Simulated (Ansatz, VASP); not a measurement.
# One calculation of TaN, two programs

```
Ta N
1.0
     2.93800    0.00000    0.00000
    -1.46900    2.54438    0.00000
     0.00000    0.00000    2.88300
Ta N
1 1
Direct
  0.31996 0.65807 0.45675
  0.98663 0.99140 0.95675
```

Alike in both runs: functional LDA; k mesh 9 × 9 × 8; occupations fermi-dirac, width 0.02 eV; no spin polarisation.

Ansatz relaxed the structure, and its values are those at the end. VASP's run is a single point on that final structure, the one shown.

|  | VASP | Ansatz |
| --- | --- | --- |
| version | VASP 6.6.1 | Ansatz 0.2.0 |
| potentials or method | VASP PAW LDA potentials, release 64 (Ta_pv, N), cutoff 520 eV | all-electron LAPW, scalar-relativistic |

VASP gave:

- pressure (GPa): -9.8

Task: What did Ansatz give for the same quantities?

Result: Pressure (GPa): -11.5.

Ansatz ran all-electron here, so the differences hold the error of VASP's frozen core and of both bases.

The runs have no spin-orbit coupling, so splittings on Ta are missing.
